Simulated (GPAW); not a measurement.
Here is a GPAW 26.7.0 calculation.

File run.py:

```python
from ase import Atoms
from ase.calculators.mixing import SumCalculator
from ase.filters import FrechetCellFilter
from ase.io import write
from ase.optimize import BFGS
from dftd3.ase import DFTD3
from gpaw import GPAW, PW, setup_paths

setup_paths.insert(0, '.')

atoms = Atoms(['Fe', 'Si', 'Si'],
              cell=[[2.684, 0.0, 0.0],
                    [0.0, 2.684, 0.0],
                    [0.0, 0.0, 5.128]],
              scaled_positions=[[0.0, 0.0, 0.0],
                                [0.5, 0.5, 0.73],
                                [0.5, 0.5, 0.27]],
              pbc=True)
atoms.set_initial_magnetic_moments([3.0, 0.0, 0.0])

calc = GPAW(mode=PW(600),
            xc='PBEsol',
            kpts={'size': (7, 7, 4), 'gamma': True},
            occupations={'name': 'fermi-dirac', 'width': 0.05},
            nbands=19,
            convergence={'density': 1e-05, 'forces': 0.0001},
            maxiter=150,
            txt='gpaw.txt')
atoms.calc = SumCalculator([calc, DFTD3(method='pbesol', damping='d3bj')])
opt = BFGS(FrechetCellFilter(atoms), trajectory='relax.traj', logfile='-')
done = opt.run(fmax=0.02, steps=60)
calc.write('gs.gpw')
write('result.traj', atoms)
print('Converged:', done)
print('Cell:', atoms.cell.cellpar().round(4))
print('Volume:', round(atoms.get_volume(), 4))
print(atoms.get_scaled_positions().round(5))
```

Potentials or basis: PAW data sets generated in the run's folder for this functional, pw.

The run is started by

```console
$ gpaw-setup -f PBEsol Fe Si
$ OMP_NUM_THREADS=1 python run.py
```

**Question.** Estimate the relaxed volume.

**Answer.** 12.03 Å³/atom.

**Question.** Estimate the site moments.

**Answer.** Fe +0.12; Si -0.00 μB.

**Question.** Estimate the space group after relaxing (to 0.05 Å).

**Answer.** P4/mmm (No. 123).

**Question.** What does it give for the net moment?

**Answer.** 0.11 μB per cell.

Stress tensor (GPa, compression positive):
```
-0.10  0.00  0.00
 0.00 -0.10  0.00
 0.00  0.00  0.18
```

Caveat: each step starts from the last one's moments, so a moment once lost doesn't come back; later steps reuse the first step's grids; pairwise dispersion overbinds metals, which lowers pressure and volume.
